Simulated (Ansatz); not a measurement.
The system is Pb.

```
CELL_PARAMETERS angstrom
0.00000 2.47502 2.47502
2.47502 0.00000 2.47502
2.47502 2.47502 0.00000
ATOMIC_POSITIONS crystal
Pb 0.00000 0.00000 0.00000
```

```yaml
Program: Ansatz 0.2.0
Task: single point
Functional: PBEsol
Potentials_or_basis: Ansatz PAW
Cutoff: "420 eV (not typed: the program's choice for these potentials)"
k_mesh: 9 × 9 × 9
Occupations: fermi-dirac, width 0.05 eV
Spin: no spin polarisation
```

On this cell: pressure -0.6 GPa; band gap on the k mesh none (metal or under the smearing width).

The same run follows on a disturbed copy (cell strained at random at fixed volume):

```
CELL_PARAMETERS angstrom
-0.00696 2.46968 2.44843
2.44759 -0.02698 2.46845
2.45382 2.49594 -0.03322
ATOMIC_POSITIONS crystal
Pb 0.98764 0.00709 0.01656
```

Problem. What changes?

Solution. The energy (extrapolated to zero smearing) moves by +1.9 meV/atom; pressure -0.6 GPa; band gap on the k mesh none (metal or under the smearing width).

Stress tensor (GPa, compression positive):
```
-0.39 -0.01  0.17
-0.01 -0.77  0.72
 0.17  0.72 -0.60
```

Caveats: the PAW data sets come from PBE, with cores solved anew for the run's functional, which leaves a small shift of forces and pressure.
